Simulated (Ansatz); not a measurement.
Convergence of Ti

```xyz
1
Lattice="0.0000 2.0300 2.0300 2.0300 0.0000 2.0300 2.0300 2.0300 0.0000" Properties=species:S:1:pos:R:3 pbc="T T T"
Ti    0.0000    0.0000    0.0000
```

The cell is COD entry 1534878, as deposited and not checked against the literature; nothing was relaxed.

Method: DFT, PBE, PAW with Ansatz's default frozen-core files, scalar-relativistic in Ansatz 0.2.0.

The runs use a Γ-centred 14×14×14 k mesh, Fermi–Dirac smearing of 0.05 eV, cutoff 420 eV, no spin polarisation. One setting is then changed at a time.

P includes the program's estimate of the Pulay (finite-basis) term, listed apart; without it the pressure would be far more sensitive to the cutoff.

| PAW cutoff (eV) | free energy less the base's (meV/atom) | P (GPa) | Pulay term in P (GPa) |
| --- | --- | --- | --- |
| 420 (base) | 0.0 | 4.45 | 0.02 |
| 150 | 23623 | -23.93 | 601.97 |
| 200 | 5396 | 18.08 | 227.68 |
| 250 | 977 | 0.83 | 54.63 |
| 500 | -0.8 | 4.45 | 0.03 |
| 600 | -1.3 | 4.45 | 0.01 |
